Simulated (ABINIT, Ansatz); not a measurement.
## KF (Carobbiite): zone-centre phonons

Wanted: the vibrations of KF (Carobbiite) at Γ, by two programs.

Calculated with ABINIT 10.8.3; DFT LDA, scalar-relativistic, plane waves, PseudoDojo norm-conserving pseudopotentials.

**1. The starting structure**

Symmetry: Fm-3m, No. 225, cubic system. The conventional cell has a = 5.159 Å, b = 5.159 Å, c = 5.159 Å, α = 90.00°, β = 90.00°, γ = 90.00°. K has 6 F at 2.58 Å nearest. F has 6 K at 2.58 Å nearest. Farther neighbours and most contacts between anions are not listed.

Coordinates:

```cif
data_structure
_symmetry_space_group_name_H-M 'Fm-3m'
_symmetry_Int_Tables_number 225
_cell_length_a 5.1589
_cell_length_b 5.1589
_cell_length_c 5.1589
_cell_angle_alpha 90.000
_cell_angle_beta 90.000
_cell_angle_gamma 90.000
_cell_volume 137.30
loop_
_atom_site_label
_atom_site_type_symbol
_atom_site_symmetry_multiplicity
_atom_site_Wyckoff_symbol
_atom_site_fract_x
_atom_site_fract_y
_atom_site_fract_z
_atom_site_occupancy
K1 K 4 a 0.00000 0.00000 0.00000 1
F1 F 4 b 0.50000 0.00000 0.00000 1
```

**2. Relaxing the cell and atoms**

The harmonic expansion needs vanishing forces, and a free crystal bears no stress, so cell and atoms are brought to rest. Stress is more sensitive to the basis than forces are: the last 3 Ha under the cutoff are smoothed with ecutsm, and the cutoff is raised above that of the later runs.

The starting cell comes from a relaxation made beforehand in Ansatz (LDA, PseudoDojo NC).

relax.abi

```
# relaxation
ionmov 2
optcell 2
dilatmx 1.08
ntime 40
tolmxf 1.0d-05
tolvrs 1.0d-14
prtwf 0
prtden 0
chksymtnons 0

# basis, mesh and filling
ecut 42.0
ecutsm 3.0
ngkpt 8 8 8
nshiftk 1
shiftk 0.0 0.0 0.0
istwfk *1
occopt 1
nband 8
nstep 100
diemac 9.0
prtebands 0
prtgsr 0
useylm 1

# cell and atoms
acell 3*1.0 Angstrom
rprim 
    0.0 2.579452068 2.579452068
    2.579452068 0.0 2.579452068
    2.579452068 2.579452068 0.0
ntypat 2
znucl 19 9
natom 2
typat 1 2
xred 
    0.0 0.0 0.0
    0.5 0.5 0.5
pp_dirpath "./pseudo"
pseudos "K.upf, F.upf"
```

Started as:

```
OMP_NUM_THREADS=1 mpirun -n 2 abinit relax.abi > relax.log
```

Numbers of over 12 decimals in the logs are rounded to 6 here.

relax.abo, the main output file:

```text
[banners, grids, parts of the stress and lines that vanish by symmetry left out]
- input  file    -> relax.abi
- output file    -> relax.abo
- root for input  files -> relaxi
[...]
Symmetries : space group Fm -3 m (#225); Bravais cF (face-center cubic)
[...]
mpw =        3828          nfft =       91125          nkpt =          29
[...]
== DATASET  1 ==================================================================
[...]
cutoff_energies: {ecut:  42.0, pawecutdg:  -1.0, }
[...]
ETOT  1  -54.513970565236    -5.451E+01 3.746E-01 3.118E+02
 ETOT  2  -54.591779151394    -7.781E-02 4.248E-03 1.128E+02
 ETOT  3  -54.610598295699    -1.882E-02 2.937E-04 4.168E+01
 ETOT  4  -54.615665431342    -5.067E-03 8.748E-05 5.933E+00
 ETOT  5  -54.616473531176    -8.081E-04 6.452E-06 1.118E-02
[...]
At SCF step   15       vres2   =  2.96E-18 < tolvrs=  1.00E-14 =>converged.
[...]
sigma(1 1)=  5.39728423E-07  sigma(3 2)=  0.00000000E+00
  sigma(2 2)=  5.39728423E-07  sigma(3 1)=  0.00000000E+00
  sigma(3 3)=  5.39728423E-07  sigma(2 1)=  0.00000000E+00
[...]
convergence: {deltae: -5.507E-12, res2:  2.957E-18, residm:  1.334E-20, diffor: null, }
etotal    :  -5.46164752E+01
[...]
ETOT  1  -54.616475208210    -5.462E+01 3.865E-11 2.873E-04
[...]
At SCF step    8       vres2   =  5.77E-15 < tolvrs=  1.00E-14 =>converged.
[...]
sigma(1 1)=  4.67424427E-07  sigma(3 2)=  0.00000000E+00
  sigma(2 2)=  4.67424427E-07  sigma(3 1)=  0.00000000E+00
  sigma(3 3)=  4.67424427E-07  sigma(2 1)=  0.00000000E+00
[...]
convergence: {deltae: -2.082E-12, res2:  5.771E-15, residm:  7.628E-19, diffor: null, }
etotal    :  -5.46164753E+01
[...]
ETOT  1  -54.616473470296    -5.462E+01 1.875E-05 1.199E-02
[...]
ETOT  8  -54.616475267940     4.079E-12 3.239E-17 2.727E-13
 ETOT  9  -54.616475267944    -3.794E-12 6.678E-19 1.819E-15
 At SCF step    9       vres2   =  1.82E-15 < tolvrs=  1.00E-14 =>converged.
[...]
sigma(1 1)= -2.12140139E-10  sigma(3 2)=  0.00000000E+00
  sigma(2 2)= -2.12140138E-10  sigma(3 1)=  0.00000000E+00
  sigma(3 3)= -2.12140136E-10  sigma(2 1)=  0.00000000E+00
[...]
convergence: {deltae: -3.794E-12, res2:  1.819E-15, residm:  6.678E-19, diffor: null, }
etotal    :  -5.46164753E+01
[...]
At Broyd/MD step   3, gradients are converged :
[...]
sigma(1 1)= -2.12140139E-10  sigma(3 2)=  0.00000000E+00
  sigma(2 2)= -2.12140138E-10  sigma(3 1)=  0.00000000E+00
  sigma(3 3)= -2.12140136E-10  sigma(2 1)=  0.00000000E+00
[...]
- sigma(1 1)= -6.24137837E-06  sigma(3 2)=  0.00000000E+00
- sigma(2 2)= -6.24137834E-06  sigma(3 1)=  0.00000000E+00
- sigma(3 3)= -6.24137829E-06  sigma(2 1)=  0.00000000E+00
[...]
fcart     -0.0000000000E+00 -0.0000000000E+00 -0.0000000000E+00
           strten     -2.1214013879E-10 -2.1214013792E-10 -2.1214013619E-10
================================================================================

[key lines of the parts left out:]
pressure_GPa:   6.2414E-06
Total energy (etotal) [Ha]= -5.46164752679436E+01
```

Wall time 51 s (2 MPI ranks of Intel Xeon at 2.70GHz, shared host); 1.7 min of CPU time.

Little changed from the start: no atom moved by 0.005 Å and no cell edge by 0.1 %.

Numbers from this step:

```yaml
volume_per_atom: 17.16 Å³
pressure: 6.24e-6 GPa
```

**3. Ground state**

First-order wavefunctions inherit every error of the ground state, hence the very tight tolvrs. The mesh is shifted off Γ, since shifted meshes converge sums over the zone faster.

gs.abi

```
# ground state
tolvrs 1.0d-16
prtden 1
prtwf 1

# basis, mesh and filling
ecut 34.0
ngkpt 6 6 6
nshiftk 4
shiftk 
    0.5 0.5 0.5
    0.5 0.0 0.0
    0.0 0.5 0.0
    0.0 0.0 0.5
istwfk *1
occopt 1
nband 8
nstep 100
diemac 9.0
prtebands 0
prtgsr 0
useylm 1

# cell and atoms
acell 3*1.0 Angstrom
rprim 
    0.0 2.579140396 2.579140396
    2.579140396 0.0 2.579140396
    2.579140396 2.579140396 0.0
ntypat 2
znucl 19 9
natom 2
typat 1 2
xred 
    0.0 0.0 0.0
    0.5 0.5 0.5
pp_dirpath "./pseudo"
pseudos "K.upf, F.upf"
```

Started as:

```
OMP_NUM_THREADS=1 mpirun -n 2 abinit gs.abi > gs.log
```

gs.abo, the main output file:

```text
[banners, grids, parts of the stress and lines that vanish by symmetry left out]
- input  file    -> gs.abi
- output file    -> gs.abo
- root for input  files -> gsi
[...]
Symmetries : space group Fm -3 m (#225); Bravais cF (face-center cubic)
[...]
mpw =        2202          nfft =       64000          nkpt =          28
[...]
== DATASET  1 ==================================================================
[...]
cutoff_energies: {ecut:  34.0, pawecutdg:  -1.0, }
[...]
ETOT  1  -54.492430540917    -5.449E+01 2.761E-01 2.119E+02
 ETOT  2  -54.594187634720    -1.018E-01 3.757E-04 6.715E+01
 ETOT  3  -54.609488326334    -1.530E-02 2.565E-04 2.852E+01
 ETOT  4  -54.614543086062    -5.055E-03 7.581E-05 3.497E+00
 ETOT  5  -54.615246517401    -7.034E-04 4.677E-06 6.901E-03
[...]
ETOT 13  -54.615248211654     2.110E-12 2.329E-18 1.705E-14
 ETOT 14  -54.615248211655    -7.176E-13 3.677E-20 8.818E-17
 At SCF step   14       vres2   =  8.82E-17 < tolvrs=  1.00E-16 =>converged.
[...]
sigma(1 1)=  6.25240422E-05  sigma(3 2)=  0.00000000E+00
  sigma(2 2)=  6.25240422E-05  sigma(3 1)=  0.00000000E+00
  sigma(3 3)=  6.25240422E-05  sigma(2 1)=  0.00000000E+00
[...]
convergence: {deltae: -7.176E-13, res2:  8.818E-17, residm:  3.677E-20, diffor: null, }
etotal    :  -5.46152482E+01
[...]
sigma(1 1)=  6.25240422E-05  sigma(3 2)=  0.00000000E+00
  sigma(2 2)=  6.25240422E-05  sigma(3 1)=  0.00000000E+00
  sigma(3 3)=  6.25240422E-05  sigma(2 1)=  0.00000000E+00
[...]
- sigma(1 1)=  1.83952083E+00  sigma(3 2)=  0.00000000E+00
- sigma(2 2)=  1.83952083E+00  sigma(3 1)=  0.00000000E+00
- sigma(3 3)=  1.83952083E+00  sigma(2 1)=  0.00000000E+00
[...]
fcart     -0.0000000000E+00 -0.0000000000E+00 -0.0000000000E+00
           strten      6.2524042186E-05  6.2524042186E-05  6.2524042186E-05
================================================================================

[key lines of the parts left out:]
pressure_GPa:  -1.8395E+00
```

It took 16 s on 2 MPI ranks; 32 s of CPU time.

This step gave:

```
pressure : -1.840 GPa
```

The cell stands at -1.8 GPa: the relaxation ran with a smoothed and higher cutoff and on another k mesh.

**4. Empty bands**

Empty bands on the ground state's density check that the gap assumed so far is there in this cell.

gap.abi

```
# empty bands on the ground state's density
iscf -2
getden_filepath "gso_DEN"
tolwfr 1.0d-12
nbdbuf 2
prtwf 0

# basis, mesh and filling
ecut 34.0
ngkpt 8 8 8
nshiftk 1
shiftk 0.0 0.0 0.0
istwfk *1
occopt 1
nband 12
nstep 100
diemac 9.0
prtebands 0
prtgsr 0
useylm 1

# cell and atoms
acell 3*1.0 Angstrom
rprim 
    0.0 2.579140396 2.579140396
    2.579140396 0.0 2.579140396
    2.579140396 2.579140396 0.0
ntypat 2
znucl 19 9
natom 2
typat 1 2
xred 
    0.0 0.0 0.0
    0.5 0.5 0.5
pp_dirpath "./pseudo"
pseudos "K.upf, F.upf"
```

Started as:

```
OMP_NUM_THREADS=1 mpirun -n 2 abinit gap.abi > gap.log
```

gap.abo, the main output file:

```text
[banners, grids, parts of the stress and lines that vanish by symmetry left out]
- input  file    -> gap.abi
- output file    -> gap.abo
- root for input  files -> gapi
[...]
Symmetries : space group Fm -3 m (#225); Bravais cF (face-center cubic)
[...]
mpw =        2209          nfft =       64000          nkpt =          29
[...]
== DATASET  1 ==================================================================
[...]
cutoff_energies: {ecut:  34.0, pawecutdg:  -1.0, }
[...]
-outvars: echo values of variables after computation
            acell      1.8897261259E+00  1.8897261259E+00  1.8897261259E+00 Bohr
================================================================================
```

The job ended after 13 s (2 MPI ranks; 26 s of CPU time).

This step gave:

```yaml
gap_on_the_k_mesh: 6.395 eV
```

In this cell the gap on the mesh is 6.4 eV, direct, so fixed occupations hold.

**5. Linear response at Γ**

The derivative of the wavefunctions by k comes first, since the response to a field is built on it; then the field and the displacements that symmetry doesn't supply are solved at q = 0.

It reads the wavefunctions written in step 3.

dfpt_gamma.abi

```
ndtset 2

# common to the responses
getwfk_filepath "gso_WFK"
kptopt 2
nqpt 1
qpt 0.0 0.0 0.0
asr 0
chneut 0

# d/dk
rfelfd1 2
rfdir1 1 1 1
iscf1 -3
tolwfr1 1.0d-20

# displacements, field
rfphon2 1
rfatpol2 1 2
rfdir2 1 1 1
rfelfd2 3
getddk2 1
tolvrs2 1.0d-10
prtwf2 0

# basis, mesh and filling
ecut 34.0
ngkpt 6 6 6
nshiftk 4
shiftk 
    0.5 0.5 0.5
    0.5 0.0 0.0
    0.0 0.5 0.0
    0.0 0.0 0.5
istwfk *1
occopt 1
nband 8
nstep 100
diemac 9.0
prtebands 0
prtgsr 0
useylm 1

# cell and atoms
acell 3*1.0 Angstrom
rprim 
    0.0 2.579140396 2.579140396
    2.579140396 0.0 2.579140396
    2.579140396 2.579140396 0.0
ntypat 2
znucl 19 9
natom 2
typat 1 2
xred 
    0.0 0.0 0.0
    0.5 0.5 0.5
pp_dirpath "./pseudo"
pseudos "K.upf, F.upf"
```

Started as:

```
OMP_NUM_THREADS=1 mpirun -n 2 abinit dfpt_gamma.abi > dfpt_gamma.log
```

dfpt_gamma.abo, the main output file:

```text
[banners, grids, parts of the stress and lines that vanish by symmetry left out]
- input  file    -> dfpt_gamma.abi
- output file    -> dfpt_gamma.abo
- root for input  files -> dfpt_gammai
[...]
DATASET    1 : space group Fm -3 m (#225); Bravais cF (face-center cubic)
[...]
nfft =       64000          nkpt =         432
[...]
DATASET    2 : space group Fm -3 m (#225); Bravais cF (face-center cubic)
[...]
nfft =       64000          nkpt =         432
[...]
== DATASET  1 ==================================================================
[...]
cutoff_energies: {ecut:  34.0, pawecutdg:  -1.0, }
[...]
-  9.00000   7.00000  201202                  znucl, zion, pspdat
[...]
Perturbation : derivative vs k along direction   1
[...]
-ETOT  1  -19.176830076499     -1.918E+01 2.141E-01 0.000E+00
 ETOT  2  -19.249926761010     -7.310E-02 1.838E-03 0.000E+00
 ETOT  3  -19.250561645092     -6.349E-04 8.957E-05 0.000E+00
 ETOT  4  -19.250569908813     -8.264E-06 1.291E-06 0.000E+00
 ETOT  5  -19.250570044034     -1.352E-07 6.074E-08 0.000E+00
[...]
At SCF step   14   max residual=  9.98E-21 < tolwfr=  1.00E-20 =>converged.
[...]
Perturbation : derivative vs k along direction   2
[...]
-ETOT  1  -19.176830076193     -1.918E+01 2.141E-01 0.000E+00
[...]
At SCF step   14   max residual=  9.98E-21 < tolwfr=  1.00E-20 =>converged.
[...]
Perturbation : derivative vs k along direction   3
[...]
-ETOT  1  -19.176830075886     -1.918E+01 2.141E-01 0.000E+00
[...]
At SCF step   14   max residual=  9.98E-21 < tolwfr=  1.00E-20 =>converged.
[...]
1        1       0.7306355095    0.0000000000
     1        2       0.3653177547   -0.0000000000
     1        3       0.3653177548    0.0000000000
     2        1       0.3653177547   -0.0000000000
     2        2       0.7306355095   -0.0000000000
     2        3       0.3653177548   -0.0000000000
     3        1       0.3653177548    0.0000000000
     3        2       0.3653177548   -0.0000000000
     3        3       0.7306355095   -0.0000000000
[...]
== DATASET  2 ==================================================================
[...]
cutoff_energies: {ecut:  34.0, pawecutdg:  -1.0, }
[...]
Perturbation : displacement of atom   1   along direction   1
[...]
-ETOT  1   3.057540     -1.523E+03 4.594E+00 2.601E+02
[...]
At SCF step   11       vres2   =  1.96E-12 < tolvrs=  1.00E-10 =>converged.
[...]
Perturbation : displacement of atom   2   along direction   1
[...]
-ETOT  1   4.135586     -4.593E+03 6.984E+00 1.874E+03
[...]
At SCF step   10       vres2   =  5.32E-12 < tolvrs=  1.00E-10 =>converged.
[...]
Perturbation : homogeneous electric field along direction   1
[...]
-ETOT  1  -22.343021266239     -2.234E+01 4.606E-01 7.677E+03
[...]
ETOT  9  -25.161692143627     -2.139E-12 6.561E-14 4.136E-10
 ETOT 10  -25.161692143627     -1.101E-13 1.444E-15 1.551E-12
 At SCF step   10       vres2   =  1.55E-12 < tolvrs=  1.00E-10 =>converged.
[...]
Dielectric tensor, in cartesian coordinates,
[...]
1    4   1    4         2.0955314815        -0.0000000000
   1    4   2    4        -0.0000000000        -0.0000000000
   1    4   3    4        -0.0000000000        -0.0000000000
   2    4   1    4        -0.0000000000        -0.0000000000
   2    4   2    4         2.0955314815        -0.0000000000
   2    4   3    4        -0.0000000000        -0.0000000000
   3    4   1    4        -0.0000000000        -0.0000000000
   3    4   2    4        -0.0000000000        -0.0000000000
   3    4   3    4         2.0955314815        -0.0000000000
  Effective charges, in cartesian coordinates,
[...]
1    1   1    4         1.1508733230         0.0000000000
   2    1   1    4         0.0000000000         0.0000000000
   3    1   1    4        -0.0000000000         0.0000000000
   1    2   1    4        -1.1500598418         0.0000000000
   2    2   1    4        -0.0000000000         0.0000000000
[...]
Effective charges, in cartesian coordinates,
[...]
2    4   1    2        -0.0000000000         0.0000000000
   3    4   1    2        -0.0000000000         0.0000000000
   1    4   2    2         0.0000000000         0.0000000000
   2    4   2    2        -1.1500597689         0.0000000000
   3    4   2    2         0.0000000000         0.0000000000
   1    4   3    2        -0.0000000000         0.0000000000
   2    4   3    2         0.0000000000         0.0000000000
   3    4   3    2        -1.1500597689         0.0000000000
  Phonon wavevector (reduced coordinates) :  0.00000  0.00000  0.00000
 Phonon energies in Hartree :
[...]
Phonon frequencies in cm-1    :
-  2.270339E+00  2.270339E+00  2.270339E+00  2.109396E+02  2.109396E+02
-  2.109396E+02
  Phonon at Gamma, with non-analyticity in the
[...]
Phonon energies in Hartree :
[...]
Phonon frequencies in cm-1    :
-  2.270339E+00  2.270339E+00  2.271761E+00  2.109396E+02  2.109396E+02
-  3.395898E+02
  Phonon at Gamma, with non-analyticity in the
[...]
Phonon energies in Hartree :
[...]
Phonon frequencies in cm-1    :
-  2.270339E+00  2.270339E+00  2.271761E+00  2.109396E+02  2.109396E+02
-  3.395898E+02
  Phonon at Gamma, with non-analyticity in the
[...]
Phonon energies in Hartree :
[...]
Phonon frequencies in cm-1    :
-  2.270339E+00  2.270339E+00  2.271761E+00  2.109396E+02  2.109396E+02
-  3.395898E+02
[...]
fcart2     0.0000000000E+00  0.0000000000E+00  0.0000000000E+00
           strten2     0.0000000000E+00  0.0000000000E+00  0.0000000000E+00
================================================================================
```

Run time: 13 min. Hardware: 2 MPI ranks; 25 min of CPU time.

Read from the output:

```
miss of the charge sum rule                                       : 8.13e-4 e
largest acoustic frequency at the zone centre before the sum rule : 2.27 cm⁻¹
highest optical zone-centre mode (no LO-TO term)                  : 210.9 cm⁻¹
lowest optical zone-centre mode                                   : 210.9 cm⁻¹
mean high-frequency dielectric constant                           : 2.095
largest Born charge in size (third of the trace)                  : 1.151 e
```

Born charge (rows field, columns displacement), before the sum rule (e), principal values of the symmetric part by kind of site:

```
atom  atoms with these values    low  middle   high   mean
  K1                        1   1.15    1.15   1.15   1.15
  F2                        1  -1.15   -1.15  -1.15  -1.15
```

In full for F2:

```
-1.15  0.00  0.00
 0.00 -1.15  0.00
 0.00  0.00 -1.15
```

High-frequency dielectric tensor:

```
2.10 0.00 0.00
0.00 2.10 0.00
0.00 0.00 2.10
```

The acoustic modes at Γ come out as far as 2.3 cm⁻¹ from zero, where they should vanish, a small numerical error; the Born charges miss their sum rule by 8.1e-4 e, which is good.

(Continued in part 2 of 2.)

[Host names and launcher messages were left out of these logs when they were recorded.]

[Logs are printed without paths, hosts, clocks, repeated set-up lines and the standing remarks that a program may print on its own settings, such as how far it seeks lower states.]

[Hosts, paths, dates, database ids (printed as entryN), source tags and the programs' standing remarks are cut or masked in the printed files.]
